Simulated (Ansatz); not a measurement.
Results of revPBE in Ansatz (plane waves, PAW) for rutile GeO2.

Run with plane-wave cutoff 520 eV, 8×8×12 k mesh (along the axes of the cell as run), Fermi–Dirac smearing 0.01 eV, scalar-relativistic PAW data made under PBE.

Properties against volume:

Shape and atoms are relaxed at each volume.

```json
[
 {"V (Å³/atom)": "9.535", "P (GPa)": "8.26", "direct gap at Γ (eV)": "1.512", "c (Å)": "2.897", "a (Å)": "4.444"},
 {"V (Å³/atom)": "9.733", "P (GPa)": "3.82", "direct gap at Γ (eV)": "1.291", "c (Å)": "2.906", "a (Å)": "4.483"},
 {"V (Å³/atom)": "9.932", "P (GPa)": "-0.01", "direct gap at Γ (eV)": "1.096", "c (Å)": "2.912", "a (Å)": "4.524"},
 {"V (Å³/atom)": "10.131", "P (GPa)": "-3.25", "direct gap at Γ (eV)": "0.930", "c (Å)": "2.917", "a (Å)": "4.565"},
 {"V (Å³/atom)": "10.329", "P (GPa)": "-5.94", "direct gap at Γ (eV)": "0.797", "c (Å)": "2.919", "a (Å)": "4.608"}
]
```

A straight line through the gaps at Γ against ln V gives a volume deformation potential dE_g(Γ)/d ln V of -9.0 eV: the gap at Γ widens under compression.

Measured, for comparison: band gap 4.68 eV (temperature not stated, not corrected to a static lattice, direct (forbidden), UV absorption; as tabulated in Mengle et al. (2019), arXiv:1905.10301).

Note: the bulk modulus comes from volumes at which shape and atoms were relaxed.

Spin–orbit coupling is not included.

Ansatz is a program for electronic structure.
